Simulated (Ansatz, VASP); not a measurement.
# Two plane-wave programs on F

INCAR

```
  PREC = Accurate
  ENCUT = 520
  EDIFF = 1E-6
  ISMEAR = 0
  SIGMA = 0.05
  LREAL = F
  LASPH = T
  NELM = 60
  ALGO = Normal
  ISIF = 2
  LWAVE = F
  LCHARG = F
  GGA = PS
  NBANDS = 22
```

KPOINTS

```
Automatic mesh
0
Gamma
  4 4 2
```

The input POSCAR:

```
F
1.0
    2.9801222909     -1.7127784174     -0.2298527401
    2.9801222909      1.7127784174     -0.2298527401
   -2.2408243099      0.0000000000      6.8592084052
F
4
Direct
    0.0848459664      0.0848459664      0.0979998919
    0.9151540336      0.9151540336      0.9020001081
    0.5015719855      0.5015719855      0.5937195244
    0.4984280145      0.4984280145      0.4062804756
```

Input for Ansatz:

```yaml
crystal:
  lattice:
    - [2.9801222909, -1.7127784174, -0.2298527401]
    - [2.9801222909, 1.7127784174, -0.2298527401]
    - [-2.2408243099, 0.0, 6.8592084052]
  atoms:
    - { symbol: F, position: [0.0848459664, 0.0848459664, 0.0979998919] }
    - { symbol: F, position: [0.9151540336, 0.9151540336, 0.9020001081] }
    - { symbol: F, position: [0.5015719855, 0.5015719855, 0.5937195244] }
    - { symbol: F, position: [0.4984280145, 0.4984280145, 0.4062804756] }
basis:
  ecutwfc: 520.0
kpoints:
  mp_grid: { grid: [4, 4, 2] }
hamiltonian:
  xc: pbesol
scf:
  occupations: { method: gaussian, width: 0.05 }
output:
  forces: true
  stress: true
  eigenvalues: true
```

Alike in both runs: task single point; functional PBEsol; k mesh 4 × 4 × 2; occupations gaussian, width 0.05 eV; no spin polarisation.

```csv
,VASP,Ansatz
version,VASP 6.6.1,Ansatz 0.2.0
potentials or method,"VASP PAW PBE potentials, release 64 (F)","scalar-relativistic, plane waves, PAW"
plane-wave cutoff (eV),520,520
valence electrons in the cell,28,28
```

|  | VASP | Ansatz | Ansatz less VASP |
| --- | --- | --- | --- |
| gap on the k mesh at the Fermi level (eV) | 3.25 | 3.33 | +0.083 |
| least direct gap on the mesh (eV) | 3.38 | 3.46 | +0.082 |
| pressure (GPa) | 3.9 | 3.4 | -0.54 |
| largest component of the traceless stress (GPa) | 7.25 | 5.41 | -1.844 |
| rms of the force components (eV/Å) | 1.275 | 0.996 | -0.2787 |

Atom by atom the forces differ by 0.302 eV/Å (rms over components). With one functional, cell and mesh, what is left measures potentials, basis and numerics.

Caveats: the k mesh is coarse (spacing up to 0.54 Å⁻¹), so the values aren't converged; the PAW data sets were made with another functional, which shifts forces and pressure a little (VASP). A k mesh can miss the band edges.
